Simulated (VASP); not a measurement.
# Ru (Cmce) in VASP: notebook

Runs on Ru. Level: r2SCAN. Tasks: single point.

Program: VASP 6.6.1. These are calculated values, not measurements. Logs are shortened: lines on timing, memory, paths and dates and some standing lists are left out, and cuts for length are marked.

## Step 1: The structure

The structure is orthorhombic, space group Cmce (No. 64). The conventional cell has a = 3.000 Å, b = 9.518 Å, c = 3.970 Å, α = 90.00°, β = 90.00°, γ = 90.00°. Around Ru (site symmetry m) lie 3 Ru at 1.97 to 2.00 Å.

The cell was built by a generator and needn't be a form met in nature.

## Step 2: Single point, r2SCAN

The input, POSCAR:

```
Ru
1.0
    1.5001501721     -4.7587845338      0.0000000000
    1.5001501721      4.7587845338      0.0000000000
    0.0000000000      0.0000000000      3.9701859539
Ru
4
Direct
    0.0980000000      0.9020000000      0.9100000000
    0.5980000000      0.4020000000      0.5900000000
    0.9020000000      0.0980000000      0.0900000000
    0.4020000000      0.5980000000      0.4100000000
```

The input, INCAR.step1:

```
ALGO = Normal
EDIFF = 1E-4
ENCUT = 520
GGA = PE
ISMEAR = 0
LASPH = True
LCHARG = False
LREAL = False
LWAVE = True
NBANDS = 36
NELM = 100
PREC = Accurate
SIGMA = 0.1
```

The input, INCAR.step2:

```
ALGO = Normal
EDIFF = 1E-7
ENCUT = 520
ISIF = 2
ISMEAR = 0
ISTART = 1
LASPH = True
LCHARG = False
LMIXTAU = True
LREAL = False
LWAVE = False
METAGGA = R2SCAN
NBANDS = 36
NELM = 100
PREC = Accurate
SIGMA = 0.1
```

The input, KPOINTS:

```
k-points
0
Gamma
  6 6 4
```

Potentials or basis: VASP PAW PBE potentials, release 64 (Ru_pv).

Started as:

```console
$ cat potpaw_PBE.64/Ru_pv/POTCAR > POTCAR
$ cp INCAR.step1 INCAR
$ mpirun -np 1 vasp_std > vasp.out
$ cp INCAR.step2 INCAR
$ mpirun -np 1 vasp_std > vasp.out
```

OUTCAR:

```text
EDIFF = 1E-7
   ENCUT = 520
   ISIF = 2
   ISMEAR = 0
   ISTART = 1
   LASPH = True
   LREAL = False
   METAGGA = R2SCAN
   NELM = 100
   PREC = Accurate

 ion  position               nearest neighbor table
   1  0.098  0.902  0.910-   2 1.97   2 1.97   3 2.00   2 3.09   2 3.09   4 3.11   4 3.11   4 3.11
                             4 3.11   3 3.34   3 3.34
   2  0.598  0.402  0.590-   1 1.97   1 1.97   4 2.00   1 3.09   1 3.09   3 3.11   3 3.11   3 3.11
                             3 3.11   4 3.34   4 3.34
   3  0.902  0.098  0.090-   4 1.97   4 1.97   1 2.00   4 3.09   4 3.09   2 3.11   2 3.11   2 3.11
                             2 3.11   1 3.34   1 3.34
   4  0.402  0.598  0.410-   3 1.97   3 1.97   2 2.00   3 3.09   3 3.09   1 3.11   1 3.11   1 3.11
                             1 3.11   2 3.34   2 3.34

  LATTYP: Found a base centered orthorhombic cell.
 ALAT       =     3.0003003442
 B/A-ratio  =     3.1722054380
 C/A-ratio  =     1.3232628399

  Lattice vectors:

 A1 = (   1.5001501721,  -4.7587845338,   0.0000000000)
 A2 = (   1.5001501721,   4.7587845338,   0.0000000000)
 A3 = (   0.0000000000,   0.0000000000,   3.9701859539)

Analysis of symmetry for initial positions (statically):
=====================================================================
 Subroutine PRICEL returns:
 Original cell was already a primitive cell.

 Routine SETGRP: Setting up the symmetry group for a
 base centered orthorhombic supercell.

 Subroutine GETGRP returns: Found  8 space group operations
 (whereof  4 operations were pure point group operations)
 out of a pool of  8 trial point group operations.

The static configuration has the point symmetry C_2h.
 The point group associated with its full space group is D_2h.

Analysis of symmetry for dynamics (positions and initial velocities):
=====================================================================
 Subroutine PRICEL returns:
 Original cell was already a primitive cell.

 Routine SETGRP: Setting up the symmetry group for a
 base centered orthorhombic supercell.

 Subroutine GETGRP returns: Found  8 space group operations
 (whereof  4 operations were pure point group operations)
 out of a pool of  8 trial point group operations.

The dynamic configuration has the point symmetry C_2h.
 The point group associated with its full space group is D_2h.

 Subroutine INISYM returns: Found  8 space group operations
 (whereof  4 operations are pure point group operations),
[... 99 lines left out ...]
   NELM   =    100;   NELMIN=  2; NELMDL=  0     # of ELM steps
   EDIFF  = 0.1E-06   stopping-criterion for ELM
   LREAL  =      F    real-space projection
   EDIFFG = 0.1E-05   stopping-criterion for IOM
   NSW    =      0    number of steps for IOM
   IBRION =     -1    ionic relax: 0-MD 1-quasi-New 2-CG
   NFREE  =      0    steps in history (QN), initial steepest desc. (CG)
   ISIF   =      2    stress and relaxation
   ISYM   =      2    0-nonsym 1-usesym 2-fastsym
   POTIM  = 0.5000    time-step for ionic-motion
   TEBEG  =    0.0;   TEEND  =   0.0 temperature during run
   PSTRESS=    0.0 pullay stress
   NELECT =      56.0000    total number of electrons
   NUPDOWN=      -1.0000    fix difference up-down
   EMIN   =  10.00;   EMAX   =-10.00  energy-range for DOS
   EFERMI =   0.00;   METHOD = LEGACY
   ISMEAR =     0;   SIGMA  =   0.10  broadening in eV -4-tet -1-fermi 0-gaus
   EFERMI_NEDOS =   21; number of points for ismear=-14 and -15
   IALGO  =     38    algorithm
   IMIX   =      4    mixing-type and parameters
     AMIX     =   0.40;   BMIX     =  1.00
     AMIX_MAG =   1.60;   BMIX_MAG =  1.00
  volume/ion in A,a.u.               =      14.17        95.63
  Fermi-wavevector in a.u.,A,eV,Ry     =   1.630473  3.081147 36.170306  2.658442
  Thomas-Fermi vector in A             =   2.722768
   LORBIT       =      0    0 simple, 1 ext, 2 COOP (PROOUT), +10 PAW based schemes
   METAGGA = R2SCAN    functional components
   LHFCALC =     F    Hartree Fock is set to
   AEXX    =    0.0000 exact exchange contribution
   IVDW    =     0    specifies the selected vdW correction
   LEPSILON=     F    determine dielectric tensor
   LRPA    =     F    only Hartree local field effects (RPA)
 non-spin polarized calculation
 Gauss-broadening in eV      SIGMA  =   0.10
  energy-cutoff  :      520.00
  volume of cell :       56.69
 maximum number of plane-waves:      1548
 NGX is ok and might be reduce to    40
   NGX = 19   NGY = 19   NGZ = 15

 number of electron      56.0000007 magnetization

 Free energy of the ion-electron system (eV)
  ---------------------------------------------------
  ext. energy  EPLUGINS =         0.00000000
  ---------------------------------------------------
  free energy    TOTEN  =       -84.81194212 eV

  energy without entropy =      -84.80603143  energy(sigma->0) =      -84.80898678

 E-fermi :  13.1073     XC(G=0): -14.4439

 val. band max:       13.0112521693   @ k =   0.0000   0.0000   0.0000
 cond. band min:      13.1362787774   @ k =   0.5000   0.5000   0.5000
 fundamental gap:      0.1250266081
 Fermi energy:        13.1073227431

 k-point     1 :       0.0000    0.0000    0.0000
  band No.  band energies     occupation
      1     -35.1915      2.00000
      2     -35.0016      2.00000
      3     -34.5800      2.00000
      4     -34.0070      2.00000
      5     -33.7615      2.00000
      6     -33.2882      2.00000
[... 925 lines left out ...]
     35      17.3172      0.00000
     36      18.4023      0.00000

 [... further k-points ...]

------------------------ aborting loop because EDIFF is reached ----------------------------------------

  FORCE on cell =-STRESS in cart. coord.  units (eV):
  Direction    XX          YY          ZZ          XY          YZ          ZX
  --------------------------------------------------------------------------------------
  -------------------------------------------------------------------------------------
  Total       73.8018264     43.1511768     57.1409105      0.0000000     -0.0000000      0.0000000
  in kB     2085.9604508   1219.6398478   1615.0505375      0.0000000     -0.0000000      0.0000000
  external PRESSURE =    1640.2169454 kB  Pullay stress =       0.0000000 kB

 VOLUME and BASIS-vectors are now :
 -----------------------------------------------------------------------------
  energy-cutoff  :      520.00
  volume of cell :       56.69
      direct lattice vectors                 reciprocal lattice vectors
     1.500150172 -4.758784534  0.000000000     0.333299965 -0.105068846  0.000000000
     1.500150172  4.758784534  0.000000000     0.333299965  0.105068846  0.000000000
     0.000000000  0.000000000  3.970185954     0.000000000  0.000000000  0.251877371

 POSITION                                       TOTAL-FORCE (eV/Angst)
 -----------------------------------------------------------------------------------
      1.50015      3.82606      3.61287         0.000000    -13.000211     14.409057
      1.50015     -0.93272      2.34241         0.000000    -13.000211    -14.409057
      1.50015     -3.82606      0.35732         0.000000     13.000211    -14.409057
      1.50015      0.93272      1.62778         0.000000     13.000211     14.409057
 -----------------------------------------------------------------------------------
    total drift:                                0.000000      0.000000      0.000000

  FREE ENERGIE OF THE ION-ELECTRON SYSTEM (eV)
  ---------------------------------------------------
  free  energy   TOTEN  =       -84.8119421243 eV

  energy  without entropy=      -84.8060314340  energy(sigma->0) =      -84.80898678
```

OUTCAR.step1:

```text
EDIFF = 1E-4
   ENCUT = 520
   GGA = PE
   ISMEAR = 0
[... 1174 lines left out ...]
      1.50015      3.82606      3.61287         0.000000    -13.090110     14.523163
      1.50015     -0.93272      2.34241         0.000000    -13.090110    -14.523163
      1.50015     -3.82606      0.35732         0.000000     13.090110    -14.523163
      1.50015      0.93272      1.62778         0.000000     13.090110     14.523163
 -----------------------------------------------------------------------------------
    total drift:                                0.000000      0.000000      0.000000

  FREE ENERGIE OF THE ION-ELECTRON SYSTEM (eV)
  ---------------------------------------------------
  free  energy   TOTEN  =       -19.6515539504 eV

  energy  without entropy=      -19.6444800206  energy(sigma->0) =      -19.64801699
```

It took 3.7 min on 1 thread of Intel Xeon Platinum 8488C (Sapphire Rapids), shared host; peak memory 0.25 GiB.

Results:

```
Free energy            : -84.8119 eV
Pressure               : 164.0 GPa
Largest force          : 19.407 eV/Å
Band gap on the k mesh : none (metal or under the smearing width)
```

Forces on the atoms (eV/Å):
```
Ru    0.000 -13.000  14.409
Ru    0.000 -13.000 -14.409
Ru    0.000  13.000 -14.409
Ru    0.000  13.000  14.409
```

Caveat: the k mesh is coarse (spacing up to 0.40 Å⁻¹), so the values aren't converged; a pressure of tens of GPa on the cell as given is suspect, and the run, the potentials or the cell itself is likely at fault; the PAW data sets were made with another functional, which shifts forces and pressure a little.

## Step 3: Single point, r2SCAN

This run uses another cell than the first one, of 14.52 Å³/atom, 1.025 times its volume.

The input, POSCAR:

```
Ru
1.0
    1.3648532717     -4.5944344264      0.0000000000
    1.3648532717      4.5944344264      0.0000000000
    0.0000000000      0.0000000000      4.6317945599
Ru
4
Direct
    0.1262356439      0.8737643561      0.9790188867
    0.6262356439      0.3737643561      0.5209811133
    0.8737643561      0.1262356439      0.0209811133
    0.3737643561      0.6262356439      0.4790188867
```

INCAR.step1 is that of step 2.

Edit INCAR.step2 of step 2 so:

```diff
@@ -1,3 +1,3 @@
 ALGO = Normal
-EDIFF = 1E-7
+EDIFF = 1E-6
 ENCUT = 520
```

KPOINTS is that of step 2.

Potentials or basis: VASP PAW PBE potentials, release 64 (Ru_pv).

Started as:

```console
$ cat potpaw_PBE.64/Ru_pv/POTCAR > POTCAR
$ cp INCAR.step1 INCAR
$ mpirun -np 1 vasp_std > vasp.out
$ cp INCAR.step2 INCAR
$ mpirun -np 1 vasp_std > vasp.out
```

Run time: 2.8 min. Hardware: 1 thread of Intel Xeon Platinum 8488C (Sapphire Rapids), shared host; peak memory 0.24 GiB.

The run converged. Its results:

| Item | Value |
| --- | --- |
| Free energy | -99.2855 eV |
| Pressure | 1.5 GPa |
| Largest force | 0.109 eV/Å |
| Band gap on the k mesh | none (metal or under the smearing width) |

Forces on the atoms (eV/Å):
```
Ru   0.000 -0.087  0.066
Ru   0.000 -0.087 -0.066
Ru   0.000  0.087 -0.066
Ru   0.000  0.087  0.066
```

Stress tensor (GPa, compression positive):
```
1.19 0.00 0.00
0.00 1.71 0.00
0.00 0.00 1.53
```

Levels at points of the mesh, in eV from the Fermi level:
```tsv
k point	band 25	band 26	band 27	band 28	band 29	band 30	band 31	band 32
(0.00, 0.00, 0.00)	-1.00	-1.00	-0.20	-0.18	-0.08	0.55	0.59	1.16
(0.50, 0.00, 0.00)	-1.16	-1.16	-0.56	-0.56	0.44	0.44	1.86	1.86
(0.50, 0.50, 0.00)	-1.90	-1.85	-1.29	-1.00	0.67	1.08	1.65	1.79
(0.00, 0.00, 0.50)	-1.04	-1.04	-1.04	-1.04	-0.39	-0.39	0.49	0.49
(0.50, 0.00, 0.50)	-0.14	-0.14	0.78	0.78	1.67	1.67	1.89	1.89
(0.50, 0.50, 0.50)	-1.58	-1.58	-1.23	-1.23	-0.04	-0.04	0.41	0.41
```

Caveat: the k mesh is coarse (spacing up to 0.40 Å⁻¹), so the values aren't converged; the PAW data sets were made with another functional, which shifts forces and pressure a little.
